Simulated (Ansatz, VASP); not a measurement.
**CaSe in VASP and in Ansatz**

The input INCAR:

```
SYSTEM = CaSe
  PREC = Accurate
  ENCUT = 520
  EDIFF = 1E-7
  ISMEAR = 0
  SIGMA = 0.05
  LREAL = .False.
  LASPH = .True.
  NELM = 100
  ALGO = Normal
  ISIF = 2
  LWAVE = .False.
  LCHARG = .True.
  GGA = PS
  LELF = .True.
  LVHAR = .True.
  NBANDS = 15
```

File KPOINTS:

```
regular mesh
0
Gamma
  10 10 10
  0 0 0
```

POSCAR

```
CaSe
1.0
    0.0000000000      2.9728785608      2.9728785608
    2.9728785608      0.0000000000      2.9728785608
    2.9728785608      2.9728785608      0.0000000000
Ca Se
1 1
Direct
    0.5000000000      0.5000000000      0.5000000000
    0.0000000000      0.0000000000      0.0000000000
```

Input for Ansatz:

```yaml
crystal:
  lattice:
    - [0.0, 2.9728785608, 2.9728785608]
    - [2.9728785608, 0.0, 2.9728785608]
    - [2.9728785608, 2.9728785608, 0.0]
  atoms:
    - { symbol: Ca, position: [0.5, 0.5, 0.5] }
    - { symbol: Se, position: [0.0, 0.0, 0.0] }
basis:
  ecutwfc: 420
  ecutrho_ratio: 4
kpoints:
  mp_grid: { grid: [10, 10, 10] }
hamiltonian:
  xc: pbesol
scf:
  occupations: { method: gaussian, width: 0.05 }
output:
  forces: true
  stress: true
  eigenvalues: true
```

Alike in both runs: task single point; functional PBEsol; k mesh 10 × 10 × 10; occupations gaussian, width 0.05 eV; no spin polarisation.

|  | VASP | Ansatz |
| --- | --- | --- |
| version | VASP 6.6.1 | Ansatz 0.2.0 |
| potentials or method | VASP PAW PBE potentials, release 64 (Ca_sv, Se) | scalar-relativistic, plane waves, PAW |
| plane-wave cutoff (eV) | 520 | 420 |
| valence electrons in the cell | 16 | 26 |

|  | VASP | Ansatz | Ansatz less VASP |
| --- | --- | --- | --- |
| gap on the k mesh at the Fermi level (eV) | 1.96 | 1.98 | +0.012 |
| least direct gap on the mesh (eV) | 2.90 | 2.91 | +0.010 |
| pressure (GPa) | -1.7 | -1.9 | -0.18 |

The two sets of potentials don't hold the same shells in valence.

Caveats: the PAW data sets were made with another functional, which shifts forces and pressure a little (VASP). A k mesh can miss the band edges. Expect the measured gap to be larger: semilocal functionals such as PBEsol lack the derivative discontinuity.
